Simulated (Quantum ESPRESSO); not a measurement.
TiNi:

```
CELL_PARAMETERS angstrom
2.73580 0.00000 0.00000
0.00000 2.73580 0.00000
0.00000 0.00000 3.58141
ATOMIC_POSITIONS crystal
Ni 0.00000 0.00000 0.00000
Ti 0.50000 0.50000 0.50000
```

The cell comes from a database or a generator and needn't be the stable form of this composition.

Program: Quantum ESPRESSO 7.5. Alike in all runs: task projected density of states; potentials or basis GBRV 1.5 PBEsol; spin collinear, antiferromagnetic start; cell as given; k mesh 4 × 4 × 4; cutoff (eV) 612; smearing fermi-dirac 0.05 eV; the mesh is coarse, so values aren't converged.

Problem. Order these runs on this cell by their pressure, lowest first.
A. level PBEsol+U; U Ni d U = 3 eV, Ti d U = 3 eV
B. level PBEsol+U; U Ni d U = 5 eV, Ti d U = 5 eV
C. level PBEsol+U; U Ni d U = 1 eV, Ti d U = 1 eV
D. level PBEsol+U; U Ni d U = 8 eV, Ti d U = 8 eV
E. level PBEsol

Solution. E (-5.9 GPa), C (-4.4 GPa), A (-1.8 GPa), B (1.5 GPa), D (6.8 GPa).

Caveats: all runs use coarse meshes; the U is typed as a test and isn't derived for this compound (some runs).
